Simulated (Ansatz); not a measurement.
Here is the system:

Starting cell, ZrO2 (fluorite):

```yaml
crystal:
  lattice:
    - [0.00000, 5.08933, 5.08933]
    - [2.54467, 2.54467, 5.08933]
    - [2.54467, 2.54467, 0.00000]
  atoms:
    - { symbol: Zr, position: [0.00000, 0.00000, 0.00000] }
    - { symbol: Zr, position: [0.50000, 0.00000, 0.00000] }
    - { symbol: O, position: [0.00000, 0.25000, 0.25000] }
    - { symbol: O, position: [0.50000, 0.25000, 0.25000] }
    - { symbol: O, position: [0.00000, 0.75000, 0.75000] }
    - { symbol: O, position: [0.50000, 0.75000, 0.75000] }
```

The atoms are displaced by Q × the pattern below (from a DFPT mode at X = (0.5, 0.5, 0.0), largest move 1; Q in Å), at fixed cell. (q is in reciprocal vectors of the primitive cell; the cell shown is doubled to hold the pattern.)

| atom | x | y | z |
|---|---|---|---|
| O3 | 0.000 | 0.000 | -1.000 |
| O4 | 0.000 | 0.000 | 1.000 |
| O5 | 0.000 | 0.000 | -1.000 |
| O6 | 0.000 | 0.000 | 1.000 |

Atoms not listed stay in place.

These are r2SCAN (plane waves to 500 eV, PAW, scalar-relativistic; Ansatz, a program for electronic structure) values and carry that method's errors. k mesh 11×11×11 (Γ-centred), Fermi-Dirac smearing 0.05 eV. E stands for the smeared free energy. This is a high-temperature form of ZrO2. ZrO2 is run without spin polarisation. ZrO2 was relaxed with its symmetry unable to fall. ΔE is measured from the undisplaced structure.

The scan covers Q from -0.440 to 0.440 Å in 13 points.

Problem. Which space group does the distorted structure have?

Solution. P4_2/nmc (No. 137), lowered from Fm-3m.

Problem. Is this a single well or a double well?

Solution. A double well: the undisplaced structure is a maximum between two minima.

Problem. What is the energy change at Q = 0.440 Å?

Solution. 467 meV/cell.

Problem. By a smooth curve, how deep is the well, measured from the undisplaced structure?

Solution. 127 meV/cell, cell held fixed.

Problem. By a smooth curve through the points, how far does the most displaced atom move to reach the deepest minimum?

Solution. 0.23 Å from zero.

(A displaced cell: forces are minus the slopes of the energy, force constants its curvatures, and phonons follow from these.)
